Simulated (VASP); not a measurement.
# Cs (Fm-3m) in VASP: further runs

The runs below take Cs through single point, with LDA.

Program: VASP 6.6.1. These are calculated values, not measurements. Logs are shortened: lines on timing, memory, paths and dates and some standing lists are left out, and cuts for length are marked.

## (1) The structure

Symmetry: Fm-3m, No. 225, cubic system. The conventional cell has a = 7.897 Å, b = 7.897 Å, c = 7.897 Å, α = 90.00°, β = 90.00°, γ = 90.00°.

This isn't the form of Cs at room conditions, which is bcc.

## (2) Single point, LDA

Contents of INCAR:

```
ALGO = Normal ; EDIFF = 1E-6
ENCUT = 520 ; ISIF = 2
ISMEAR = 0 ; LASPH = True
LCHARG = False ; LREAL = False
LWAVE = False ; NBANDS = 10
NELM = 100 ; PREC = Accurate
SIGMA = 0.15
```

Contents of KPOINTS:

```
k-points
0
Gamma
  12 12 12
```

Contents of POSCAR:

```
Cs
1.0
    0.0000000000      3.9483357400      3.9483357400
    3.9483357400      0.0000000000      3.9483357400
    3.9483357400      3.9483357400      0.0000000000
Cs
1
Direct
    0.0000000000      0.0000000000      0.0000000000
```

Potentials or basis: VASP PAW LDA potentials, release 64 (Cs_sv).

Started as:

```sh
$ cat potpaw_LDA.64/Cs_sv/POTCAR > POTCAR
$ mpirun -np 1 vasp_std > vasp.out
```

OUTCAR:

```text
EDIFF = 1E-6
   ENCUT = 520
   ISIF = 2
   ISMEAR = 0
   LASPH = True
   LREAL = False
   NELM = 100
   PREC = Accurate

 ion  position               nearest neighbor table
   1  0.000  0.000  0.000-

  LATTYP: Found a face centered cubic cell.
 ALAT       =     7.8966714800

  Lattice vectors:

 A1 = (   0.0000000000,   3.9483357400,   3.9483357400)
 A2 = (   3.9483357400,   0.0000000000,   3.9483357400)
 A3 = (   3.9483357400,   3.9483357400,   0.0000000000)

Analysis of symmetry for initial positions (statically):
=====================================================================
 Subroutine PRICEL returns:
 Original cell was already a primitive cell.

 Routine SETGRP: Setting up the symmetry group for a
 face centered cubic supercell.

 Subroutine GETGRP returns: Found 48 space group operations
 (whereof 48 operations were pure point group operations)
 out of a pool of 48 trial point group operations.

The static configuration has the point symmetry O_h .

Analysis of symmetry for dynamics (positions and initial velocities):
=====================================================================
 Subroutine PRICEL returns:
 Original cell was already a primitive cell.

 Routine SETGRP: Setting up the symmetry group for a
 face centered cubic supercell.

 Subroutine GETGRP returns: Found 48 space group operations
 (whereof 48 operations were pure point group operations)
 out of a pool of 48 trial point group operations.

The dynamic configuration has the point symmetry O_h .

 Subroutine INISYM returns: Found 48 space group operations
 (whereof 48 operations are pure point group operations),
 and found     1 'primitive' translations

----------------------------------------------------------------------------------------

                                     Primitive cell

  volume of cell :     123.1040

  direct lattice vectors                    reciprocal lattice vectors
     0.000000000  3.948335740  3.948335740    -0.126635634  0.126635634  0.126635634
     3.948335740  0.000000000  3.948335740     0.126635634 -0.126635634  0.126635634
     3.948335740  3.948335740  0.000000000     0.126635634  0.126635634 -0.126635634

  length of vectors
     5.583789952  5.583789952  5.583789952     0.219339352  0.219339352  0.219339352

  position of ions in fractional coordinates (direct lattice)
     0.000000000  0.000000000  0.000000000

  ion indices of the primitive-cell ions
   primitive index   ion index
                 1           1

----------------------------------------------------------------------------------------

 KPOINTS: k-points

Automatic generation of k-mesh.
 Grid dimensions read from file:
 generate k-points for:   12   12   12

 Generating k-lattice:

  Cartesian coordinates                     Fractional coordinates (reciprocal lattice)
    -0.010552970  0.010552970  0.010552970     0.083333333  0.000000000  0.000000000
     0.010552970 -0.010552970  0.010552970     0.000000000  0.083333333  0.000000000
     0.010552970  0.010552970 -0.010552970     0.000000000  0.000000000  0.083333333

  Length of vectors
     0.018278279  0.018278279  0.018278279

  Shift w.r.t. Gamma in fractional coordinates (k-lattice)
     0.000000000  0.000000000  0.000000000

 Subroutine IBZKPT returns following result:
 ===========================================

 Found     72 irreducible k-points:

 Following reciprocal coordinates:
            Coordinates               Weight
  0.000000  0.000000  0.000000      1.000000
  0.083333  0.000000  0.000000      8.000000
  0.166667  0.000000  0.000000      8.000000
  0.250000  0.000000  0.000000      8.000000
  0.333333  0.000000  0.000000      8.000000
  0.416667  0.000000  0.000000      8.000000
[... 16 lines left out ...]
  0.500000  0.166667  0.000000     24.000000
 -0.416667  0.166667  0.000000     24.000000
 [... further k-points ...]
   k-points           NKPTS =     72   k-points in BZ     NKDIM =     72   number of bands    NBANDS=     10
   number of dos      NEDOS =    301   number of ions     NIONS =      1
   total plane-waves  NPLWV =  74088
   dimension x,y,z NGX =    42 NGY =   42 NGZ =   42
   dimension x,y,z NGXF=    84 NGYF=   84 NGZF=   84
   ions per type =               1
   NGX,Y,Z   is equivalent  to a cutoff of  12.50, 12.50, 12.50 a.u.
   NGXF,Y,Z  is equivalent  to a cutoff of  25.01, 25.01, 25.01 a.u.
 SYSTEM =  unknown system
   PREC   = accura    normal or accurate (medium, high low for compatibility)
   ISTART =      0    job   : 0-new  1-cont  2-samecut
   ICHARG =      2    charge: 1-file 2-atom 10-const
   ISPIN  =      1    spin polarized calculation?
   LNONCOLLINEAR =      F non collinear calculations
   LSORBIT =      F    spin-orbit coupling
   LASPH  =      T    aspherical Exc in radial PAW
   ENCUT  =  520.0 eV  38.22 Ry    6.18 a.u.  10.38 10.38 10.38*2*pi/ulx,y,z
   NELM   =    100;   NELMIN=  2; NELMDL= -5     # of ELM steps
   EDIFF  = 0.1E-05   stopping-criterion for ELM
   LREAL  =      F    real-space projection
   EDIFFG = 0.1E-04   stopping-criterion for IOM
   NSW    =      0    number of steps for IOM
   IBRION =     -1    ionic relax: 0-MD 1-quasi-New 2-CG
   NFREE  =      0    steps in history (QN), initial steepest desc. (CG)
   ISIF   =      2    stress and relaxation
   ISYM   =      2    0-nonsym 1-usesym 2-fastsym
   POTIM  = 0.5000    time-step for ionic-motion
   TEBEG  =    0.0;   TEEND  =   0.0 temperature during run
   PSTRESS=    0.0 pullay stress
   NELECT =       9.0000    total number of electrons
   NUPDOWN=      -1.0000    fix difference up-down
   EMIN   =  10.00;   EMAX   =-10.00  energy-range for DOS
   EFERMI =   0.00;   METHOD = LEGACY
   ISMEAR =     0;   SIGMA  =   0.15  broadening in eV -4-tet -1-fermi 0-gaus
   EFERMI_NEDOS =   21; number of points for ismear=-14 and -15
   IALGO  =     38    algorithm
   IMIX   =      4    mixing-type and parameters
     AMIX     =   0.40;   BMIX     =  1.00
     AMIX_MAG =   1.60;   BMIX_MAG =  1.00
  volume/ion in A,a.u.               =     123.10       830.75
  Fermi-wavevector in a.u.,A,eV,Ry     =   0.684539  1.293591  6.375605  0.468594
  Thomas-Fermi vector in A             =   1.764221
   LORBIT       =      0    0 simple, 1 ext, 2 COOP (PROOUT), +10 PAW based schemes
   GGA     = CA    functional components
   LHFCALC =     F    Hartree Fock is set to
   AEXX    =    0.0000 exact exchange contribution
   IVDW    =     0    specifies the selected vdW correction
   LEPSILON=     F    determine dielectric tensor
   LRPA    =     F    only Hartree local field effects (RPA)
 non-spin polarized calculation
 Gauss-broadening in eV      SIGMA  =   0.15
  energy-cutoff  :      520.00
  volume of cell :      123.10
 maximum number of plane-waves:      3347
 NGX is ok and might be reduce to    42
   NGX = 21   NGY = 21   NGZ = 21

 number of electron       9.0000001 magnetization

 Free energy of the ion-electron system (eV)
  ---------------------------------------------------
  ext. energy  EPLUGINS =         0.00000000
  ---------------------------------------------------
  free energy    TOTEN  =        -0.96072473 eV

  energy without entropy =       -0.94646805  energy(sigma->0) =       -0.95359639

 E-fermi :   0.1197     XC(G=0):  -5.3702

 val. band max:        0.1108632056   @ k =   0.5000   0.2500   0.0833
 cond. band min:       0.1208119446   @ k =   0.5000   0.0833   0.0000
 fundamental gap:      0.0099487389
 Fermi energy:         0.1197073128

 k-point     1 :       0.0000    0.0000    0.0000
  band No.  band energies     occupation
      1     -23.7377      2.00000
      2     -10.4832      2.00000
      3     -10.4832      2.00000
      4     -10.4832      2.00000
      5      -1.4885      2.00000
      6       2.4744      0.00000
      7       2.4744      0.00000
      8       2.4744      0.00000
      9       3.4750      0.00000
     10       3.4750      0.00000

 k-point     2 :       0.0833    0.0000    0.0000
  band No.  band energies     occupation
      1     -23.7374      2.00000
      2     -10.4908      2.00000
      3     -10.4843      2.00000
      4     -10.4843      2.00000
      5      -1.4200      2.00000
      6       2.3471      0.00000
      7       2.5071      0.00000
      8       2.5071      0.00000
      9       3.4171      0.00000
     10       3.4171      0.00000

 k-point     3 :       0.1667    0.0000    0.0000
  band No.  band energies     occupation
      1     -23.7366      2.00000
      2     -10.5113      2.00000
      3     -10.4871      2.00000
      4     -10.4871      2.00000
      5      -1.2205      2.00000
      6       2.0560      0.00000
      7       2.5691      0.00000
      8       2.5691      0.00000
      9       3.3332      0.00000
     10       3.3332      0.00000

 k-point     4 :       0.2500    0.0000    0.0000
  band No.  band energies     occupation
      1     -23.7355      2.00000
      2     -10.5390      2.00000
      3     -10.4909      2.00000
      4     -10.4909      2.00000
      5      -0.9092      2.00000
      6       1.7198      0.00000
      7       2.5595      0.00000
      8       2.5595      0.00000
      9       3.4063      0.00000
     10       3.4063      0.00000

 k-point     5 :       0.3333    0.0000    0.0000
  band No.  band energies     occupation
      1     -23.7344      2.00000
      2     -10.5662      2.00000
      3     -10.4947      2.00000
      4     -10.4947      2.00000
      5      -0.5222      2.00000
      6       1.3863      0.00000
      7       2.4691      0.00000
      8       2.4691      0.00000
      9       3.6805      0.00000
     10       3.6805      0.00000

 k-point     6 :       0.4167    0.0000    0.0000
  band No.  band energies     occupation
      1     -23.7336      2.00000
      2     -10.5859      2.00000
      3     -10.4975      2.00000
      4     -10.4975      2.00000
      5      -0.1287      1.98084
      6       1.0741      0.00000
      7       2.3851      0.00000
      8       2.3851      0.00000
      9       4.0299      0.00000
     10       4.0303      0.00000
[... 183 lines left out ...]
 k-point    21 :       0.3333    0.1667    0.0000
  band No.  band energies     occupation
      1     -23.7344      2.00000
      2     -10.5507      2.00000
      3     -10.5026      2.00000
      4     -10.5023      2.00000
      5      -0.5690      2.00000
      6       1.5510      0.00000
      7       2.1752      0.00000
      8       2.7096      0.00000
      9       3.1526      0.00000
     10       3.8963      0.00000

 k-point    22 :       0.4167    0.1667    0.0000
  band No.  band energies     occupation
      1     -23.7335      2.00000
      2     -10.5703      2.00000
      3     -10.5089      2.00000
      4     -10.5047      2.00000
      5      -0.1724      1.99412
      6       1.2770      0.00000
      7       2.0255      0.00000
      8       2.6400      0.00000
      9       3.4775      0.00000
     10       4.1615      0.00000

 k-point    23 :       0.5000    0.1667    0.0000
  band No.  band energies     occupation
      1     -23.7329      2.00000
      2     -10.5819      2.00000
      3     -10.5148      2.00000
      4     -10.5049      2.00000
      5       0.2157      0.36530
      6       0.9904      0.00000
      7       1.9664      0.00000
      8       2.5721      0.00000
      9       3.6664      0.00000
     10       4.2543      0.00000

 k-point    24 :      -0.4167    0.1667    0.0000
  band No.  band energies     occupation
      1     -23.7328      2.00000
      2     -10.5829      2.00000
      3     -10.5184      2.00000
      4     -10.5026      2.00000
      5       0.3100      0.07281
      6       0.9281      0.00000
      7       1.9359      0.00000
      8       2.5493      0.00000
      9       3.7691      0.00000
     10       3.9706      0.00000

 [... further k-points ...]

------------------------ aborting loop because EDIFF is reached ----------------------------------------

  FORCE on cell =-STRESS in cart. coord.  units (eV):
  Direction    XX          YY          ZZ          XY          YZ          ZX
  --------------------------------------------------------------------------------------
  -------------------------------------------------------------------------------------
  Total       -0.3115846     -0.3115846     -0.3115846     -0.0000000      0.0000000     -0.0000000
  in kB       -4.0552188     -4.0552188     -4.0552188     -0.0000000      0.0000000     -0.0000000
  external PRESSURE =      -4.0552188 kB  Pullay stress =       0.0000000 kB

 VOLUME and BASIS-vectors are now :
 -----------------------------------------------------------------------------
  energy-cutoff  :      520.00
  volume of cell :      123.10
      direct lattice vectors                 reciprocal lattice vectors
     0.000000000  3.948335740  3.948335740    -0.126635634  0.126635634  0.126635634
     3.948335740  0.000000000  3.948335740     0.126635634 -0.126635634  0.126635634
     3.948335740  3.948335740  0.000000000     0.126635634  0.126635634 -0.126635634

 POSITION                                       TOTAL-FORCE (eV/Angst)
 -----------------------------------------------------------------------------------
      0.00000      0.00000      0.00000         0.000000      0.000000      0.000000
 -----------------------------------------------------------------------------------
    total drift:                               -0.000000     -0.000000     -0.000000

  FREE ENERGIE OF THE ION-ELECTRON SYSTEM (eV)
  ---------------------------------------------------
  free  energy   TOTEN  =        -0.9607247276 eV

  energy  without entropy=       -0.9464680467  energy(sigma->0) =       -0.95359639
```

Run time: 44 s. Hardware: 1 thread of Intel Xeon 6975P-C (Granite Rapids), shared host; peak memory 0.24 GiB.

Results:

```yaml
Free_energy: -0.9607 eV
Pressure: -0.4 GPa
Band_gap_on_the_k_mesh: none (metal or under the smearing width)
```

Levels at points of the mesh, in eV from the Fermi level:
```csv
k point,band 1,band 2,band 3,band 4,band 5,band 6,band 7,band 8,band 9,band 10
"(0.00, 0.00, 0.00)",-23.86,-10.60,-10.60,-10.60,-1.61,2.35,2.35,2.35,3.36,3.36
"(0.50, 0.00, 0.00)",-23.85,-10.71,-10.62,-10.62,-0.04,0.78,2.23,2.23,4.10,4.14
"(0.50, 0.50, 0.00)",-23.85,-10.71,-10.64,-10.64,0.33,1.06,1.38,3.83,3.83,3.88
```

[end of part 1 of 2]
